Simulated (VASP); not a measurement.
# MgSe: electric field gradients with LDA

The system is MgSe.

```
CELL_PARAMETERS angstrom
0.00000 2.73372 2.73372
2.73372 0.00000 2.73372
2.73372 2.73372 0.00000
ATOMIC_POSITIONS crystal
Mg 0.00000 0.00000 0.00000
Se 0.50000 0.50000 0.50000
```

The cell comes from a database or a generator and needn't be the stable form of this composition.

```
Program                : VASP 6.6.1
Task                   : electric field gradients
Functional             : LDA
Potentials or basis    : VASP PAW LDA potentials, release 64 (Mg, Se)
Cutoff                 : 520 eV
k mesh                 : 10 × 10 × 10
Occupations            : fermi-dirac, width 0.01 eV
Spin                   : no spin polarisation
Dipole correction      : no
Further INCAR settings : ALGO = Normal; EDIFF = 1e-08; NBANDS = 11
```

```
Pressure               : -3.0 GPa
Band gap on the k mesh : 1.63 eV, indirect (least direct gap 2.34 eV)
```

Levels at points of the mesh, in eV from the valence-band top:
| k point | band 2 | band 3 | band 4 | band 5 | band 6 | band 7 |
| --- | --- | --- | --- | --- | --- | --- |
| (0.00, 0.00, 0.00) | 0.00 | 0.00 | 0.00 | 2.34 | 7.36 | 7.36 |
| (0.50, 0.00, 0.00) | -4.94 | -0.57 | -0.57 | 3.70 | 5.99 | 5.99 |
| (0.50, 0.50, 0.00) | -4.24 | -1.78 | -1.78 | 1.63 | 3.92 | 11.50 |

Electric field gradients, principal values (V/Å²):
```tsv
atom	Vxx	Vyy	Vzz
1 Mg	0.000	0.000	0.000
2 Se	0.000	0.000	0.001
```

Run time: 34 s on 1 thread of AMD EPYC 7R43 64-Core Processor (Zen 3), on a shared host, peak memory 0.12 GiB.

A k mesh can miss the band edges.
